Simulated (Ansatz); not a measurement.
Computed with DFT PBE, scalar-relativistic, plane waves, PAW (Ansatz). All cells share a 420 eV cutoff and Γ-centred k meshes spaced at most about 0.3 Å⁻¹ (about 0.25 or finer for metals, 2π included). No spin polarisation.

All energies are static (0 K, no zero-point motion).

Question: Order these relaxed structures of Zn2Ga2O3 by energy, lowest first, with the energy over the lowest of them.
A.

```
Zn Ga O
1.0
     3.06142    0.00000    0.00000
    -1.53071    2.65127    0.00000
     0.00000    0.00000   12.00415
Zn Ga O
2 2 3
Direct
  0.33333 0.66667 0.10408
  0.66667 0.33333 0.89592
  0.00000 0.00000 0.67106
  0.00000 0.00000 0.32894
  0.66667 0.33333 0.20664
  0.33333 0.66667 0.79336
  0.00000 0.00000 0.00000
```

B.

```
Zn Ga O
1.0
     2.98056    0.00000    0.00000
    -1.49028    2.58124    0.00000
     0.00000    0.00000   12.86772
Zn Ga O
2 2 3
Direct
  0.33333 0.66667 0.59033
  0.66667 0.33333 0.40967
  0.33333 0.66667 0.11036
  0.66667 0.33333 0.88964
  0.33333 0.66667 0.82824
  0.66667 0.33333 0.17176
  0.00000 0.00000 0.00000
```

C.

```
Zn Ga O
1.0
     3.19799    0.00000    0.00000
    -1.59900    2.76954    0.00000
     0.00000    0.00000   11.63060
Zn Ga O
2 2 3
Direct
  0.00000 0.00000 0.50000
  0.33333 0.66667 0.00000
  0.00000 0.00000 0.71379
  0.00000 0.00000 0.28620
  0.33333 0.66667 0.77524
  0.33333 0.66667 0.22476
  0.00000 0.00000 0.00000
```

Answer: B (0 meV/atom), C (27 meV/atom), A (109 meV/atom). Forms: B P-3m1; C P-6m2; A P-3m1. Counting O atoms around Ga and Zn (those within 1.25 times the shortest such distance or 1.15 times the sum of covalent radii; a plus sign parts nearer from farther groups; the shortest distance is added where it is long for a bond; a slash parts the counts of unlike sites): B has Zn 1 from 3.1 Å, Ga 3+3; C has Zn 3/6 from 3.7 Å, Ga 3; A has Zn 6, Ga 3 from 2.3 Å. All come from invented guesses. The lowest form computed isn't among them: it has space group P3m1 (No. 156), 15.3 Å³/atom and lies 17 meV/atom below the best shown.

The k mesh leaves some 4 meV/atom of noise in the energy of each metallic cell. Weakly bound directions are ill-defined at this level, which has no dispersion term (P-3m1 at 14.1 Å³/atom, P-6m2, P-3m1 at 13.9 Å³/atom), and this can change margins and order among such cells. Cells relaxed within their symmetry can be saddle points. Some types were kept out of the candidates beforehand, so the set may lack a known form.
